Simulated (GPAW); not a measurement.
Runs of GPAW 26.7.0 on WS2. The cell holds a slab with vacuum, 3 atoms: a = 3.184 Å, b = 3.184 Å, c = 16.951 Å, α = 90.00°, β = 90.00°, γ = 120.00°. 

```tsv
task	level	potentials or basis	spin	U	k mesh	cutoff (eV)	maxiter	band path	band points	convergence	spin axis theta (degrees)	largest force (eV/Å)
band structure	PBEsol+U	PAW data sets generated in the run's folder for this functional, pw	off	W d U = 2 eV	8 × 8 × 2	600	150	GMKGALHA,LM,KH	100	-	-	0.03
band structure	PBEsol+U	PAW data sets generated in the run's folder for this functional, pw	off	W d U = 3 eV	8 × 8 × 2	600	150	GMKGALHA,LM,KH	100	-	-	(a)
band structure	PBEsol+U	PAW data sets generated in the run's folder for this functional, pw	off	W d U = 4 eV	8 × 8 × 2	600	150	GMKGALHA,LM,KH	100	-	-	0.08
single point	r2SCAN	GPAW PAW data sets (gpaw-data 1.2.1), pw	off	-	8 × 8 × 2	450	120	-	-	default	-	0.03
band structure	PBEsol	PAW data sets generated in the run's folder for this functional, pw	SOC, no magnetisation	-	10 × 10 × 2	600	150	GMKGALHA,LM,KH	80	-	90	0.12
```

Alike in all rows: cell as given; smearing fermi-dirac 0.05 eV.

**Question.** Estimate the missing entries.

**Answer.** (a) 0.02.

Caveats: the cutoff is short for stress and forces, so pressures can be off by a GPa or more (some runs); the PAW data sets were made with another functional, which shifts forces and pressure a little (some runs); spin-orbit coupling was added after a scalar SCF, so levels and gaps hold it while energy, forces, pressure and moments don't (some runs).

Not every run made on this cell is shown here.
